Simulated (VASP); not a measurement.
# Rb (Fm-3m) in VASP: further runs, part 2 of 2

VASP 6.6.1. Earlier steps stand in the parts before.

### 4 Single point, r2SCAN

This run uses another cell than the first one, of 95.53 Å³/atom, 1.094 times its volume.

Contents of POSCAR:

```
Rb
1.0
    0.0000000000      3.6283532431      3.6283532431
    3.6283532431      0.0000000000      3.6283532431
    3.6283532431      3.6283532431      0.0000000000
Rb
1
Direct
    0.0000000000      0.0000000000      0.0000000000
```

Contents of INCAR.step1:

```
SYSTEM = Rb
PREC = Accurate
ENCUT = 520
ISMEAR = 0
SIGMA = 0.05
LREAL = .FALSE.
LASPH = .TRUE.
NELM = 100
NBANDS = 10
GGA = PE
ALGO = Normal
EDIFF = 1E-4
LWAVE = .TRUE.
LCHARG = .FALSE.
```

Contents of INCAR.step2:

```
SYSTEM = Rb
PREC = Accurate
ENCUT = 520
EDIFF = 1E-6
ISMEAR = 0
SIGMA = 0.05
LREAL = .FALSE.
LASPH = .TRUE.
NELM = 100
ALGO = Normal
ISIF = 2
LWAVE = .FALSE.
LCHARG = .TRUE.
METAGGA = R2SCAN
LMIXTAU = .TRUE.
LELF = .TRUE.
LVHAR = .TRUE.
NBANDS = 10
ISTART = 1
```

Contents of KPOINTS:

```
regular mesh
0
G
  10 10 10
  0 0 0
```

Potentials or basis: VASP PAW PBE potentials, release 64 (Rb_sv).

Command:

```console
> cat potpaw_PBE.64/Rb_sv/POTCAR > POTCAR
> cp INCAR.step1 INCAR
> mpirun -np 1 vasp_std > vasp.out
> cp INCAR.step2 INCAR
> mpirun -np 1 vasp_std > vasp.out
```

OUTCAR:

```text
SYSTEM = Rb
   PREC = Accurate
   ENCUT = 520
   EDIFF = 1E-6
   ISMEAR = 0
   LREAL = .FALSE.
   LASPH = .TRUE.
   NELM = 100
   ISIF = 2
   METAGGA = R2SCAN
   ISTART = 1

 ion  position               nearest neighbor table
   1  0.000  0.000  0.000-

  LATTYP: Found a face centered cubic cell.
 ALAT       =     7.2567064862

  Lattice vectors:

 A1 = (   0.0000000000,   3.6283532431,   3.6283532431)
 A2 = (   3.6283532431,   0.0000000000,   3.6283532431)
 A3 = (   3.6283532431,   3.6283532431,   0.0000000000)

Analysis of symmetry for initial positions (statically):
=====================================================================
 Subroutine PRICEL returns:
 Original cell was already a primitive cell.

 Routine SETGRP: Setting up the symmetry group for a
 face centered cubic supercell.

 Subroutine GETGRP returns: Found 48 space group operations
 (whereof 48 operations were pure point group operations)
 out of a pool of 48 trial point group operations.

The static configuration has the point symmetry O_h .

Analysis of symmetry for dynamics (positions and initial velocities):
=====================================================================
 Subroutine PRICEL returns:
 Original cell was already a primitive cell.

 Routine SETGRP: Setting up the symmetry group for a
 face centered cubic supercell.

 Subroutine GETGRP returns: Found 48 space group operations
 (whereof 48 operations were pure point group operations)
 out of a pool of 48 trial point group operations.

The dynamic configuration has the point symmetry O_h .

 Subroutine INISYM returns: Found 48 space group operations
 (whereof 48 operations are pure point group operations),
 and found     1 'primitive' translations

----------------------------------------------------------------------------------------

                                     Primitive cell

  volume of cell :      95.5342

  direct lattice vectors                    reciprocal lattice vectors
     0.000000000  3.628353243  3.628353243    -0.137803562  0.137803562  0.137803562
     3.628353243  0.000000000  3.628353243     0.137803562 -0.137803562  0.137803562
     3.628353243  3.628353243  0.000000000     0.137803562  0.137803562 -0.137803562

  length of vectors
     5.131266365  5.131266365  5.131266365     0.238682770  0.238682770  0.238682770

  position of ions in fractional coordinates (direct lattice)
     0.000000000  0.000000000  0.000000000

  ion indices of the primitive-cell ions
   primitive index   ion index
                 1           1

----------------------------------------------------------------------------------------

 KPOINTS: regular mesh

Automatic generation of k-mesh.
 Grid dimensions read from file:
 generate k-points for:   10   10   10

 Generating k-lattice:

  Cartesian coordinates                     Fractional coordinates (reciprocal lattice)
    -0.013780356  0.013780356  0.013780356     0.100000000  0.000000000  0.000000000
     0.013780356 -0.013780356  0.013780356     0.000000000  0.100000000  0.000000000
     0.013780356  0.013780356 -0.013780356     0.000000000  0.000000000  0.100000000

  Length of vectors
     0.023868277  0.023868277  0.023868277

  Shift w.r.t. Gamma in fractional coordinates (k-lattice)
     0.000000000  0.000000000  0.000000000

 Subroutine IBZKPT returns following result:
 ===========================================

 Found     47 irreducible k-points:

 Following reciprocal coordinates:
            Coordinates               Weight
  0.000000  0.000000  0.000000      1.000000
  0.100000  0.000000  0.000000      8.000000
  0.200000  0.000000  0.000000      8.000000
  0.300000  0.000000  0.000000      8.000000
  0.400000  0.000000  0.000000      8.000000
  0.500000  0.000000  0.000000      4.000000
[... 16 lines left out ...]
  0.300000  0.300000  0.000000      6.000000
  0.400000  0.300000  0.000000     24.000000
 [... further k-points ...]
   k-points           NKPTS =     47   k-points in BZ     NKDIM =     47   number of bands    NBANDS=     10
   number of dos      NEDOS =    301   number of ions     NIONS =      1
   total plane-waves  NPLWV =  64000
   dimension x,y,z NGX =    40 NGY =   40 NGZ =   40
   dimension x,y,z NGXF=    80 NGYF=   80 NGZF=   80
   ions per type =               1
   NGX,Y,Z   is equivalent  to a cutoff of  12.96, 12.96, 12.96 a.u.
   NGXF,Y,Z  is equivalent  to a cutoff of  25.92, 25.92, 25.92 a.u.
 SYSTEM =  Rb
   PREC   = accura    normal or accurate (medium, high low for compatibility)
   ISTART =      1    job   : 0-new  1-cont  2-samecut
   ICHARG =      0    charge: 1-file 2-atom 10-const
   ISPIN  =      1    spin polarized calculation?
   LNONCOLLINEAR =      F non collinear calculations
   LSORBIT =      F    spin-orbit coupling
   LASPH  =      T    aspherical Exc in radial PAW
   ENCUT  =  520.0 eV  38.22 Ry    6.18 a.u.   9.54  9.54  9.54*2*pi/ulx,y,z
   NELM   =    100;   NELMIN=  2; NELMDL=  0     # of ELM steps
   EDIFF  = 0.1E-05   stopping-criterion for ELM
   LREAL  =      F    real-space projection
   EDIFFG = 0.1E-04   stopping-criterion for IOM
   NSW    =      0    number of steps for IOM
   IBRION =     -1    ionic relax: 0-MD 1-quasi-New 2-CG
   NFREE  =      0    steps in history (QN), initial steepest desc. (CG)
   ISIF   =      2    stress and relaxation
   ISYM   =      2    0-nonsym 1-usesym 2-fastsym
   POTIM  = 0.5000    time-step for ionic-motion
   TEBEG  =    0.0;   TEEND  =   0.0 temperature during run
   PSTRESS=    0.0 pullay stress
   NELECT =       9.0000    total number of electrons
   NUPDOWN=      -1.0000    fix difference up-down
   EMIN   =  10.00;   EMAX   =-10.00  energy-range for DOS
   EFERMI =   0.00;   METHOD = LEGACY
   ISMEAR =     0;   SIGMA  =   0.05  broadening in eV -4-tet -1-fermi 0-gaus
   EFERMI_NEDOS =   21; number of points for ismear=-14 and -15
   IALGO  =     38    algorithm
   IMIX   =      4    mixing-type and parameters
     AMIX     =   0.40;   BMIX     =  1.00
     AMIX_MAG =   1.60;   BMIX_MAG =  1.00
  volume/ion in A,a.u.               =      95.53       644.70
  Fermi-wavevector in a.u.,A,eV,Ry     =   0.744908  1.407672  7.549713  0.554888
  Thomas-Fermi vector in A             =   1.840371
   LORBIT       =      0    0 simple, 1 ext, 2 COOP (PROOUT), +10 PAW based schemes
   METAGGA = R2SCAN    functional components
   LHFCALC =     F    Hartree Fock is set to
   AEXX    =    0.0000 exact exchange contribution
   IVDW    =     0    specifies the selected vdW correction
   LEPSILON=     F    determine dielectric tensor
   LRPA    =     F    only Hartree local field effects (RPA)
 non-spin polarized calculation
 Gauss-broadening in eV      SIGMA  =   0.05
  energy-cutoff  :      520.00
  volume of cell :       95.53
 maximum number of plane-waves:      2637
 NGX is ok and might be reduce to    40
   NGX = 19   NGY = 19   NGZ = 19

 number of electron       9.0000000 magnetization

 Free energy of the ion-electron system (eV)
  ---------------------------------------------------
  ext. energy  EPLUGINS =         0.00000000
  ---------------------------------------------------
  free energy    TOTEN  =       -13.91785973 eV

  energy without entropy =      -13.91583641  energy(sigma->0) =      -13.91684807

 E-fermi :  -0.0800     XC(G=0):  -5.6077

 val. band max:       -0.0827986249   @ k =   0.5000   0.3000   0.1000
 cond. band min:       0.0323527942   @ k =   0.4000   0.4000   0.0000
 fundamental gap:      0.1151514191
 Fermi energy:        -0.0800226310

 k-point     1 :       0.0000    0.0000    0.0000
  band No.  band energies     occupation
      1     -30.1372      2.00000
      2     -13.6310      2.00000
      3     -13.6310      2.00000
      4     -13.6310      2.00000
      5      -2.0726      2.00000
      6       3.9252      0.00000
      7       3.9252      0.00000
      8       3.9252      0.00000
      9       5.3397      0.00000
     10       5.3397      0.00000
[... 287 lines left out ...]
 k-point    24 :       0.4000    0.3000    0.0000
  band No.  band energies     occupation
      1     -30.1336      2.00000
      2     -13.6939      2.00000
      3     -13.6564      2.00000
      4     -13.6539      2.00000
      5      -0.3310      2.00000
      6       2.1119      0.00000
      7       2.3897      0.00000
      8       4.2893      0.00000
      9       4.3752      0.00000
     10       6.1715      0.00000

 [... further k-points ...]

------------------------ aborting loop because EDIFF is reached ----------------------------------------

  FORCE on cell =-STRESS in cart. coord.  units (eV):
  Direction    XX          YY          ZZ          XY          YZ          ZX
  --------------------------------------------------------------------------------------
  -------------------------------------------------------------------------------------
  Total        0.0036146      0.0036146      0.0036146      0.0000000     -0.0000000     -0.0000000
  in kB        0.0606189      0.0606189      0.0606189      0.0000000     -0.0000000     -0.0000000
  external PRESSURE =       0.0606189 kB  Pullay stress =       0.0000000 kB

 VOLUME and BASIS-vectors are now :
 -----------------------------------------------------------------------------
  energy-cutoff  :      520.00
  volume of cell :       95.53
      direct lattice vectors                 reciprocal lattice vectors
     0.000000000  3.628353243  3.628353243    -0.137803562  0.137803562  0.137803562
     3.628353243  0.000000000  3.628353243     0.137803562 -0.137803562  0.137803562
     3.628353243  3.628353243  0.000000000     0.137803562  0.137803562 -0.137803562

 POSITION                                       TOTAL-FORCE (eV/Angst)
 -----------------------------------------------------------------------------------
      0.00000      0.00000      0.00000         0.000000      0.000000      0.000000
 -----------------------------------------------------------------------------------
    total drift:                               -0.000000     -0.000000     -0.000000

  FREE ENERGIE OF THE ION-ELECTRON SYSTEM (eV)
  ---------------------------------------------------
  free  energy   TOTEN  =       -13.9178597315 eV

  energy  without entropy=      -13.9158364146  energy(sigma->0) =      -13.91684807
```

OSZICAR.step1:

```text
N       E                     dE             d eps       ncg     rms          rms(c)
DAV:   1     0.439763374134E+02    0.43976E+02   -0.32347E+03   940   0.651E+02
DAV:   2     0.195007394944E+01   -0.42026E+02   -0.41068E+02  1058   0.124E+02
DAV:   3    -0.811964123364E+00   -0.27620E+01   -0.27548E+01  1250   0.332E+01
DAV:   4    -0.932011702792E+00   -0.12005E+00   -0.11996E+00  1310   0.583E+00
DAV:   5    -0.933620861441E+00   -0.16092E-02   -0.16088E-02  1292   0.691E-01    0.114E+00
DAV:   6    -0.934289986521E+00   -0.66913E-03   -0.17471E-03  1304   0.243E-01    0.685E-01
DAV:   7    -0.935205249978E+00   -0.91526E-03   -0.28119E-03  1098   0.309E-01    0.435E-02
DAV:   8    -0.935316150751E+00   -0.11090E-03   -0.10889E-04  1100   0.844E-02    0.204E-02
DAV:   9    -0.935326948689E+00   -0.10798E-04   -0.97385E-06   650   0.256E-02
   1 F= -.93532695E+00 E0= -.93441244E+00  d E =-.182903E-02
```

Run time: 4.9 min. Hardware: 1 thread of Intel Xeon Platinum 8175M at 2.50GHz (Skylake/Cascade Lake), shared host; peak memory 0.26 GiB.

Results:

| Property | Result |
| --- | --- |
| Free energy | -13.9179 eV |
| Pressure | 0.0 GPa |
| Band gap on the k mesh | none (metal or under the smearing width) |

Levels at points of the mesh, in eV from the Fermi level:
```
           k point  band 1  band 2  band 3  band 4  band 5  band 6  band 7  band 8  band 9  band 10
(0.00, 0.00, 0.00)  -30.06  -13.55  -13.55  -13.55   -1.99    4.01    4.01    4.01    5.42     5.42
(0.50, 0.00, 0.00)  -30.05  -13.63  -13.56  -13.56    0.31    0.59    3.76    3.76    6.00     6.13
(0.50, 0.50, 0.00)  -30.05  -13.63  -13.58  -13.58    0.77    1.41    2.05    4.76    4.76     5.53
```

Caveat: the PAW data sets were made with another functional, which shifts forces and pressure a little.
